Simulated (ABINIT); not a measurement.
A calculation with ABINIT 10.8.3 (patched build) of Ag (ASE script, structure from a P1 CIF):

Contents of run.py:

```python
import json, os
import numpy as np
from ase.units import GPa
from ase.calculators.abinit import Abinit, AbinitProfile
from ase.io import read

atoms = read('Ag.cif')

profile = AbinitProfile(command='abinit', pp_paths=[os.path.abspath('pseudos')])
params = dict(
    pps='pawxml', xc='PBE',
    ecut=462.5936,
    pawecutdg=925.1871,
    kptopt=1,
    ngkpt=[11, 11, 11],
    nshiftk=1,
    shiftk=[0.0, 0.0, 0.0],
    ixc=11,
    nband=10,
    occopt=3,
    tsmear=0.05,
    nstep=100,
    tolvrs=1e-09,
    prtwf=0,
    prtden=0,
)

atoms.calc = Abinit(profile=profile, directory='run', **params)
energy = atoms.get_potential_energy()
forces = atoms.get_forces()
stress = atoms.get_stress()
print(f'energy {energy:.6f} eV')
print('forces (eV/A)')
print(np.round(forces, 5))
print('stress (GPa, Voigt, tension positive)', np.round(stress / GPa, 4))
json.dump(dict(energy=energy, forces=forces.tolist(), stress=stress.tolist(), cell=atoms.cell.tolist(), frac=atoms.get_scaled_positions(wrap=False).tolist()), open('results.json', 'w'))
```

Ag.cif

```cif
data_Ag
_cell_length_a 2.86767685
_cell_length_b 2.86767685
_cell_length_c 2.86767685
_cell_angle_alpha 109.47122063
_cell_angle_beta 109.47122063
_cell_angle_gamma 109.47122063
_space_group_name_H-M_alt 'P1'
_space_group_name_Hall 'P 1'
_space_group_IT_number 1
loop_
_space_group_symop_operation_xyz
'x,y,z'
loop_
_atom_site_label
_atom_site_type_symbol
_atom_site_symmetry_multiplicity
_atom_site_Wyckoff_symbol
_atom_site_fract_x
_atom_site_fract_y
_atom_site_fract_z
_atom_site_occupancy
Ag1 Ag 1 a 0.0000000000 0.0000000000 0.0000000000 1
```

Potentials or basis: JTH PAW PBE v2.0.

Command:

```sh
$ python run.py
```

This isn't the form of Ag at room conditions, which is fcc.

Problem. Write the same calculation in another form: native input, structure from a POSCAR.

Solution. As run:

File run.abi:

```
# Pseudopotentials
pp_dirpath "./"
pseudos "Ag.GGA_PBE-JTH.xml"

# Structure
structure "poscar:POSCAR"
natom 1

# Plane-wave basis
ecut 17.0
pawecutdg 34.0

# k points
kptopt 1
ngkpt 11 11 11
nshiftk 1
shiftk 0.0 0.0 0.0

# Exchange and correlation
ixc 11

# Bands and occupations
nband 10
occopt 3
tsmear 0.00183747

# SCF cycle
nstep 100
tolvrs 1.0e-9

# Output
iomode 3
prtwf 0
prtden 0
prteig 0
prtebands 0
enunit 1
```

POSCAR

```
Ag
1.0
   -1.6556540000      1.6556540000      1.6556540000
    1.6556540000     -1.6556540000      1.6556540000
    1.6556540000      1.6556540000     -1.6556540000
Ag
1
Direct
    0.0000000000      0.0000000000      0.0000000000  Ag
```

Potentials or basis: JTH PAW PBE v2.0.

Launch:

```bash
$ abinit run.abi > log 2>&1
```

Both were run:

|  | ASE script, structure from a P1 CIF | native input, structure from a POSCAR |
| --- | --- | --- |
| Pressure | -0.8 GPa | -0.8 GPa |
| Band gap on the k mesh | none (metal or under the smearing width) | none (metal or under the smearing width) |
| Valence electrons inside the program's atomic spheres | Ag 9.76 (radii [1.331] Å) | Ag 9.76 (radii [1.331] Å) |

Keys that steer only the numerical path or the files written may differ.
